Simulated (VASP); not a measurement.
Runs of VASP 6.6.1 on BaO. It takes space group Fm-3m (No. 225, cubic). The conventional cell has a = 5.581 Å, b = 5.581 Å, c = 5.581 Å, α = 90.00°, β = 90.00°, γ = 90.00°. Ba (site symmetry m-3m) is surrounded by 6 O at 2.79 Å. Around O (site symmetry m-3m) lie 6 Ba at 2.79 Å. The cell is a database's computed one.

| task | level | potentials or basis | cell | k mesh | cutoff (eV) | mesh quality | gap on the mesh (eV) | pressure (GPa) | relaxed volume (Å³/atom) |
| --- | --- | --- | --- | --- | --- | --- | --- | --- | --- |
| relaxation of cell and atoms | RPBE | VASP PAW PBE potentials, release 64 (Ba_sv, O) | relaxed | 8 × 8 × 8 | 600 | not flagged | 2.31 | 0.0 | 22.90 |
| relaxation of cell and atoms | PBEsol | VASP PAW PBE potentials, release 64 (Ba_sv, O) | relaxed | 4 × 4 × 4 | 600 | coarse | (a) | 0.0 | 21.17 |
| relaxation of cell and atoms | PBEsol | VASP PAW PBE potentials, release 64 (Ba_sv, O) | relaxed | 8 × 8 × 8 | 580 | not flagged | 1.86 | 0.0 | 21.16 |
| single point | PBEsol | VASP PAW PBE potentials, release 64 (Ba_sv, O) | as given | 8 × 8 × 8 | 520 | not flagged | 1.95 | (b) | - |
| relaxation of cell and atoms | PBEsol | VASP PAW PBE potentials, release 64 (Ba_sv, O_s) | relaxed | 8 × 8 × 8 | 480 | not flagged | 1.86 | 0.0 | 21.17 |
| relaxation of cell and atoms | PBEsol | VASP PAW PBE potentials, release 64 (Ba_sv, O) | relaxed | 8 × 8 × 8 | 600 | not flagged | 1.86 | 0.0 | 21.16 |
| relaxation of cell and atoms | LDA | VASP PAW LDA potentials, release 64 (Ba_sv, O) | relaxed | 8 × 8 × 8 | 600 | not flagged | 1.70 | 0.0 | 20.55 |

Alike in all rows: no spin polarisation; smearing gaussian 0.02 eV.

Question: Fill in the values left out.

Answer: (a) 1.85; (b) -1.8.

Caveats: some runs use coarse meshes; spin-orbit coupling is left out, which moves the levels of the heavy elements; the PAW data sets were made with another functional, which shifts forces and pressure a little (some runs).

A k mesh can miss the band edges, and the runs leave out spin-orbit coupling on Ba.

Runs at the PBE level aren't shown here.
